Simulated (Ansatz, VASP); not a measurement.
# HfC: VASP beside Ansatz

```
Hf C
1.0
     0.00000    2.32500    2.32500
     2.32500    0.00000    2.32500
     2.32500    2.32500    0.00000
Hf C
1 1
Cartesian
  2.3250 2.3250 2.3250
  0.0000 0.0000 0.0000
```

Alike in both runs: task band structure; functional r2SCAN; k mesh 7 × 7 × 7; occupations fermi-dirac, width 0.05 eV; spin-orbit coupling, no magnetisation.

```csv
,VASP,Ansatz
version,VASP 6.6.1,Ansatz 0.2.0
potentials or method,"VASP PAW PBE potentials, release 64 (Hf_pv, C)",Ansatz PAW
plane-wave cutoff (eV),520,500
valence electrons in the cell,14,30
```

|  | VASP | Ansatz | Ansatz less VASP |
| --- | --- | --- | --- |
| gap on the k mesh at the Fermi level (eV) | none | none | - |
| pressure (GPa) | -2.6 | -2.1 | +0.53 |

A gap of «none» marks a metal or a gap that the smearing closes. With one functional, cell and mesh, what is left measures potentials, basis and numerics. The two sets of potentials don't hold the same shells in valence.

Caveats: the PAW data sets were made with another functional, which shifts forces and pressure a little (VASP); the PAW data sets come from PBE, with cores solved anew for the run's functional, which leaves a small shift of forces and pressure (Ansatz).
